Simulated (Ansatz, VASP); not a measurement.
# TePb in VASP and in Ansatz

The input INCAR:

```
SYSTEM = TePb
PREC = Accurate ; ENCUT = 520
EDIFF = 1E-6 ; ISMEAR = 0
SIGMA = 0.05 ; LREAL = .False.
LASPH = .True. ; NELM = 60
ALGO = Normal ; ISIF = 2
LWAVE = .False. ; LCHARG = .False.
GGA = PE ; NBANDS = 17
```

KPOINTS

```
regular mesh
0
Gamma
  8 8 8
  0 0 0
```

File POSCAR:

```
TePb
1.0
    0.0000000000      3.2270000000      3.2270000000
    3.2270000000      0.0000000000      3.2270000000
    3.2270000000      3.2270000000      0.0000000000
Te Pb
1 1
Direct
    0.5000000000      0.5000000000      0.5000000000
   -0.0774713356     -0.0774713356      0.0774713356
```

Input for Ansatz:

```yaml
crystal:
  lattice:
    - [0.0, 3.227, 3.227]
    - [3.227, 0.0, 3.227]
    - [3.227, 3.227, 0.0]
  atoms:
    - { symbol: Te, position: [0.5, 0.5, 0.5] }
    - { symbol: Pb, position: [-0.0774713356, -0.0774713356, 0.0774713356] }
basis:
  ecutwfc: 420
kpoints:
  mp_grid: { grid: [8, 8, 8] }
hamiltonian:
  xc: pbe
scf:
  occupations: { method: gaussian, width: 0.05 }
output:
  forces: true
  stress: true
  eigenvalues: true
```

Change from the starting cell: all Pb atoms moved -0.500 Å, as atom 2 along Cartesian [0 0 1].

Alike in both runs: task single point; functional PBE; k mesh 8 × 8 × 8; occupations gaussian, width 0.05 eV; no spin polarisation.

|  | VASP | Ansatz |
| --- | --- | --- |
| version | VASP 6.6.1 | Ansatz 0.2.0 |
| potentials or method | VASP PAW PBE potentials, release 64 (Te, Pb_d) | scalar-relativistic, plane waves, PAW |
| plane-wave cutoff (eV) | 520 | 420 |
| valence electrons in the cell | 20 | 30 |

|  | VASP | Ansatz | Ansatz less VASP |
| --- | --- | --- | --- |
| gap on the k mesh at the Fermi level (eV) | 1.30 | 1.29 | -0.005 |
| least direct gap on the mesh (eV) | 1.52 | 1.52 | -0.002 |
| pressure (GPa) | 5.9 | 5.9 | +0.03 |
| largest component of the traceless stress (GPa) | 7.60 | 7.56 | -0.045 |
| rms of the force components (eV/Å) | 1.091 | 1.084 | -0.0063 |

Atom by atom the forces differ by 0.006 eV/Å (rms over components). The functional is the same, so the differences come from potentials, cutoffs and numerics. The two sets of potentials don't hold the same shells in valence.

Caveats: spin-orbit coupling is left out, which as a rule narrows the gap of such compounds by several tenths of an eV; forces of over 1 eV/Å show positions far from the minimum, so gaps and moduli don't describe the material at rest. A k mesh can miss the band edges.
